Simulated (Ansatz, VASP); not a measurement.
**Te2Mo in VASP and in Ansatz**

```
Te Mo
1.0
     3.56023    0.00000    0.00000
    -1.78012    3.08325    0.00000
     0.00000    0.00000   17.52406
Te Mo
2 1
Cartesian
  0.0000 2.0555 15.7341
  0.0000 2.0555 1.7900
  0.0000 0.0000 0.0000
```

Alike in both runs: task single point; functional LDA; k mesh 5 × 5 × 1; occupations gaussian, width 0.1 eV; no spin polarisation.

|  | VASP | Ansatz |
| --- | --- | --- |
| version | VASP 6.6.1 | Ansatz 0.2.0 |
| potentials or method | VASP PAW LDA potentials, release 64 (Te, Mo_sv) | plane waves, PAW |
| plane-wave cutoff (eV) | 520 | 517 |
| valence electrons in the cell | 26 | 46 |

```csv
,VASP,Ansatz,Ansatz less VASP
rms of the force components (eV/Å),0.176,0.201,+0.0249
```

Atom by atom the forces differ by 0.025 eV/Å (rms over components). The two sets of potentials don't hold the same shells in valence.
